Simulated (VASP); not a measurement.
# Ga (P6_3/mmc) in VASP: further runs

Aim: see how the results for Ga move with the level of theory and the settings. Levels: PBE, r2SCAN. Tasks: single point.

All numbers are computed with VASP 6.6.1; they aren't measurements. Logs are shortened: lines on timing, memory, paths and dates and some standing lists are left out, and cuts for length are marked.

## 1. Starting point

It takes space group P6_3/mmc (No. 194, hexagonal). The conventional cell has a = 2.998 Å, b = 2.998 Å, c = 4.898 Å, α = 90.00°, β = 90.00°, γ = 120.00°. Ga (site symmetry -6m2) has 12 Ga at 3.00 Å as nearest neighbours.

The cell was built by a generator and needn't be a form met in nature.

## 2. Single point, PBE

Input file INCAR:

```
SYSTEM = Ga
PREC = Accurate ; ENCUT = 520
EDIFF = 1E-6 ; ISMEAR = 0
SIGMA = 0.05 ; LREAL = .False.
LASPH = .True. ; NELM = 100
ALGO = Normal ; ISIF = 2
LWAVE = .False. ; LCHARG = .False.
GGA = PE ; NBANDS = 20
```

Input file KPOINTS:

```
Automatic mesh
0
Gamma
  8 8 4
  0 0 0
```

Input file POSCAR:

```
Ga
1.0
    2.9976121741      0.0000000000      0.0000000000
   -1.4988060871      2.5960082935      0.0000000000
    0.0000000000      0.0000000000      4.8979009819
Ga
2
Direct
    0.3333333333      0.6666666667      0.7500000000
    0.6666666667      0.3333333333      0.2500000000
```

Potentials or basis: VASP PAW PBE potentials, release 64 (Ga_d).

Launch:

```bash
> cat potpaw_PBE.64/Ga_d/POTCAR > POTCAR
> mpirun -np 1 vasp_std > vasp.out
```

OUTCAR:

```text
SYSTEM = Ga
   PREC = Accurate
   ENCUT = 520
   EDIFF = 1E-6
   ISMEAR = 0
   LREAL = .False.
   LASPH = .True.
   NELM = 100
   ISIF = 2
   GGA = PE

 ion  position               nearest neighbor table
   1  0.333  0.667  0.750-
   2  0.667  0.333  0.250-

  LATTYP: Found a hexagonal cell.
 ALAT       =     2.9976121741
 C/A-ratio  =     1.6339341774

  Lattice vectors:

 A1 = (   2.9976121741,   0.0000000000,   0.0000000000)
 A2 = (  -1.4988060871,   2.5960082935,   0.0000000000)
 A3 = (   0.0000000000,   0.0000000000,   4.8979009819)

Analysis of symmetry for initial positions (statically):
=====================================================================
 Subroutine PRICEL returns:
 Original cell was already a primitive cell.

 Routine SETGRP: Setting up the symmetry group for a
 hexagonal supercell.

 Subroutine GETGRP returns: Found 24 space group operations
 (whereof 12 operations were pure point group operations)
 out of a pool of 24 trial point group operations.

The static configuration has the point symmetry D_3d.
 The point group associated with its full space group is D_6h.

Analysis of symmetry for dynamics (positions and initial velocities):
=====================================================================
 Subroutine PRICEL returns:
 Original cell was already a primitive cell.

 Routine SETGRP: Setting up the symmetry group for a
 hexagonal supercell.

 Subroutine GETGRP returns: Found 24 space group operations
 (whereof 12 operations were pure point group operations)
 out of a pool of 24 trial point group operations.

The dynamic configuration has the point symmetry D_3d.
 The point group associated with its full space group is D_6h.

 Subroutine INISYM returns: Found 24 space group operations
 (whereof 12 operations are pure point group operations),
 and found     1 'primitive' translations

----------------------------------------------------------------------------------------

                                     Primitive cell

  volume of cell :      38.1146

  direct lattice vectors                    reciprocal lattice vectors
     2.997612174  0.000000000  0.000000000     0.333598859  0.192603391  0.000000000
    -1.498806087  2.596008294  0.000000000     0.000000000  0.385206782  0.000000000
     0.000000000  0.000000000  4.897900982     0.000000000  0.000000000  0.204169093

  length of vectors
     2.997612174  2.997612174  4.897900982     0.385206782  0.385206782  0.204169093

  position of ions in fractional coordinates (direct lattice)
     0.333333333  0.666666667  0.750000000
     0.666666667  0.333333333  0.250000000

  ion indices of the primitive-cell ions
   primitive index   ion index
                 1           1
                 2           2

----------------------------------------------------------------------------------------

 KPOINTS: Automatic mesh

Automatic generation of k-mesh.
 Grid dimensions read from file:
 generate k-points for:    8    8    4

 Generating k-lattice:

  Cartesian coordinates                     Fractional coordinates (reciprocal lattice)
     0.041699857  0.024075424  0.000000000     0.125000000 -0.000000000  0.000000000
     0.000000000  0.048150848  0.000000000     0.000000000  0.125000000  0.000000000
     0.000000000  0.000000000  0.051042273     0.000000000  0.000000000  0.250000000

  Length of vectors
     0.048150848  0.048150848  0.051042273

  Shift w.r.t. Gamma in fractional coordinates (k-lattice)
     0.000000000  0.000000000  0.000000000

 Subroutine IBZKPT returns following result:
 ===========================================

 Found     30 irreducible k-points:

 Following reciprocal coordinates:
            Coordinates               Weight
  0.000000  0.000000  0.000000      1.000000
  0.125000  0.000000  0.000000      6.000000
  0.250000  0.000000  0.000000      6.000000
  0.375000  0.000000  0.000000      6.000000
  0.500000  0.000000  0.000000      3.000000
  0.125000  0.125000  0.000000      6.000000
[... 16 lines left out ...]
  0.250000  0.000000  0.500000      6.000000
  0.375000  0.000000  0.500000      6.000000
 [... further k-points ...]
   k-points           NKPTS =     30   k-points in BZ     NKDIM =     30   number of bands    NBANDS=     20
   number of dos      NEDOS =    301   number of ions     NIONS =      2
   total plane-waves  NPLWV =  20736
   dimension x,y,z NGX =    24 NGY =   24 NGZ =   36
   dimension x,y,z NGXF=    48 NGYF=   48 NGZF=   72
   ions per type =               2
   NGX,Y,Z   is equivalent  to a cutoff of  13.31, 13.31, 12.22 a.u.
   NGXF,Y,Z  is equivalent  to a cutoff of  26.62, 26.62, 24.44 a.u.
 SYSTEM =  Ga
   PREC   = accura    normal or accurate (medium, high low for compatibility)
   ISTART =      0    job   : 0-new  1-cont  2-samecut
   ICHARG =      2    charge: 1-file 2-atom 10-const
   ISPIN  =      1    spin polarized calculation?
   LNONCOLLINEAR =      F non collinear calculations
   LSORBIT =      F    spin-orbit coupling
   LASPH  =      T    aspherical Exc in radial PAW
   ENCUT  =  520.0 eV  38.22 Ry    6.18 a.u.   5.57  5.57  9.11*2*pi/ulx,y,z
   NELM   =    100;   NELMIN=  2; NELMDL= -5     # of ELM steps
   EDIFF  = 0.1E-05   stopping-criterion for ELM
   LREAL  =      F    real-space projection
   EDIFFG = 0.1E-04   stopping-criterion for IOM
   NSW    =      0    number of steps for IOM
   IBRION =     -1    ionic relax: 0-MD 1-quasi-New 2-CG
   NFREE  =      0    steps in history (QN), initial steepest desc. (CG)
   ISIF   =      2    stress and relaxation
   ISYM   =      2    0-nonsym 1-usesym 2-fastsym
   POTIM  = 0.5000    time-step for ionic-motion
   TEBEG  =    0.0;   TEEND  =   0.0 temperature during run
   PSTRESS=    0.0 pullay stress
   NELECT =      26.0000    total number of electrons
   NUPDOWN=      -1.0000    fix difference up-down
   EMIN   =  10.00;   EMAX   =-10.00  energy-range for DOS
   EFERMI =   0.00;   METHOD = LEGACY
   ISMEAR =     0;   SIGMA  =   0.05  broadening in eV -4-tet -1-fermi 0-gaus
   EFERMI_NEDOS =   21; number of points for ismear=-14 and -15
   IALGO  =     38    algorithm
   IMIX   =      4    mixing-type and parameters
     AMIX     =   0.40;   BMIX     =  1.00
     AMIX_MAG =   1.60;   BMIX_MAG =  1.00
  volume/ion in A,a.u.               =      19.06       128.61
  Fermi-wavevector in a.u.,A,eV,Ry     =   1.441127  2.723334 28.257200  2.076846
  Thomas-Fermi vector in A             =   2.559794
   LORBIT       =      0    0 simple, 1 ext, 2 COOP (PROOUT), +10 PAW based schemes
   GGA     = PE    functional components
   LHFCALC =     F    Hartree Fock is set to
   AEXX    =    0.0000 exact exchange contribution
   IVDW    =     0    specifies the selected vdW correction
   LEPSILON=     F    determine dielectric tensor
   LRPA    =     F    only Hartree local field effects (RPA)
 non-spin polarized calculation
 Gauss-broadening in eV      SIGMA  =   0.05
  energy-cutoff  :      520.00
  volume of cell :       38.11
 maximum number of plane-waves:      1050
 NGX is ok and might be reduce to    24
   NGX = 11   NGY = 11   NGZ = 19

 number of electron      26.0000029 magnetization

 Free energy of the ion-electron system (eV)
  ---------------------------------------------------
  ext. energy  EPLUGINS =         0.00000000
  ---------------------------------------------------
  free energy    TOTEN  =        -5.65904011 eV

  energy without entropy =       -5.65518655  energy(sigma->0) =       -5.65711333

 E-fermi :   5.6069     XC(G=0): -10.9735

 val. band max:        5.5748694986   @ k =   0.2500   0.2500   0.2500
 cond. band min:       5.6124065278   @ k =   0.2500   0.2500   0.5000
 fundamental gap:      0.0375370292
 Fermi energy:         5.6069242622

 k-point     1 :       0.0000    0.0000    0.0000
  band No.  band energies     occupation
      1      -9.5121      2.00000
      2      -9.4416      2.00000
      3      -9.4089      2.00000
      4      -9.4089      2.00000
      5      -9.3876      2.00000
      6      -9.3876      2.00000
[... 12 lines left out ...]
     19      19.2720      0.00000
     20      19.5671      0.00000

 k-point     2 :       0.1250    0.0000    0.0000
  band No.  band energies     occupation
      1      -9.4971      2.00000
      2      -9.4448      2.00000
      3      -9.3992      2.00000
      4      -9.3847      2.00000
      5      -9.3797      2.00000
      6      -9.3765      2.00000
[... 12 lines left out ...]
     19      17.9477      0.00000
     20      20.5587      0.00000

 k-point     3 :       0.2500    0.0000    0.0000
  band No.  band energies     occupation
      1      -9.5188      2.00000
      2      -9.4278      2.00000
      3      -9.4276      2.00000
      4      -9.3993      2.00000
      5      -9.3974      2.00000
      6      -9.3300      2.00000
[... 12 lines left out ...]
     19      16.6216      0.00000
     20      19.2710      0.00000

 k-point     4 :       0.3750    0.0000    0.0000
  band No.  band energies     occupation
      1      -9.5596      2.00000
      2      -9.4879      2.00000
      3      -9.4503      2.00000
      4      -9.4212      2.00000
      5      -9.3589      2.00000
      6      -9.3407      2.00000
[... 12 lines left out ...]
     19      15.6113      0.00000
     20      18.5709      0.00000

 k-point     5 :       0.5000    0.0000    0.0000
  band No.  band energies     occupation
      1      -9.5771      2.00000
      2      -9.5138      2.00000
      3      -9.4625      2.00000
      4      -9.4306      2.00000
      5      -9.3528      2.00000
      6      -9.3419      2.00000
[... 12 lines left out ...]
     19      15.2422      0.00000
     20      18.2816      0.00000
[... 353 lines left out ...]
      6      -9.4204      2.00000
[... 12 lines left out ...]
     19      20.0735      0.00000
     20      20.0736      0.00000

 k-point    22 :       0.1250    0.0000    0.5000
  band No.  band energies     occupation
      1      -9.4634      2.00000
      2      -9.4634      2.00000
      3      -9.4213      2.00000
      4      -9.4213      2.00000
      5      -9.3958      2.00000
      6      -9.3958      2.00000
[... 12 lines left out ...]
     19      17.9265      0.00000
     20      17.9265      0.00000

 k-point    23 :       0.2500    0.0000    0.5000
  band No.  band energies     occupation
      1      -9.4856      2.00000
      2      -9.4856      2.00000
      3      -9.4284      2.00000
      4      -9.4284      2.00000
      5      -9.3467      2.00000
      6      -9.3467      2.00000
[... 12 lines left out ...]
     19      16.3851      0.00000
     20      16.3851      0.00000

 k-point    24 :       0.3750    0.0000    0.5000
  band No.  band energies     occupation
      1      -9.5105      2.00000
      2      -9.5105      2.00000
      3      -9.4738      2.00000
      4      -9.4738      2.00000
      5      -9.3282      2.00000
      6      -9.3282      2.00000
[... 12 lines left out ...]
     19      15.5613      0.00000
     20      15.5613      0.00000

 [... further k-points ...]

------------------------ aborting loop because EDIFF is reached ----------------------------------------

  FORCE on cell =-STRESS in cart. coord.  units (eV):
  Direction    XX          YY          ZZ          XY          YZ          ZX
  --------------------------------------------------------------------------------------
  -------------------------------------------------------------------------------------
  Total       -0.0237117     -0.0237117      0.0079154      0.0000000     -0.0000000      0.0000000
  in kB       -0.9967405     -0.9967405      0.3327279      0.0000000     -0.0000000      0.0000000
  external PRESSURE =      -0.5535844 kB  Pullay stress =       0.0000000 kB

 VOLUME and BASIS-vectors are now :
 -----------------------------------------------------------------------------
  energy-cutoff  :      520.00
  volume of cell :       38.11
      direct lattice vectors                 reciprocal lattice vectors
     2.997612174  0.000000000  0.000000000     0.333598859  0.192603391  0.000000000
    -1.498806087  2.596008294  0.000000000     0.000000000  0.385206782  0.000000000
     0.000000000  0.000000000  4.897900982     0.000000000  0.000000000  0.204169093

 POSITION                                       TOTAL-FORCE (eV/Angst)
 -----------------------------------------------------------------------------------
     -0.00000      1.73067      3.67343        -0.000000      0.000000     -0.000000
      1.49881      0.86534      1.22448         0.000000     -0.000000      0.000000
 -----------------------------------------------------------------------------------
    total drift:                               -0.000000      0.000000      0.000000

  FREE ENERGIE OF THE ION-ELECTRON SYSTEM (eV)
  ---------------------------------------------------
  free  energy   TOTEN  =        -5.6590401084 eV

  energy  without entropy=       -5.6551865473  energy(sigma->0) =       -5.65711333
```

Run time: 8.3 s. Hardware: 1 thread of AMD EPYC 9R45 (Zen 5), shared host; peak memory 0.13 GiB.

Results:

```yaml
Free_energy: -5.6590 eV
Pressure: -0.1 GPa
Band_gap_on_the_k_mesh: none (metal or under the smearing width)
```

(Part 1 of 2 ends here.)
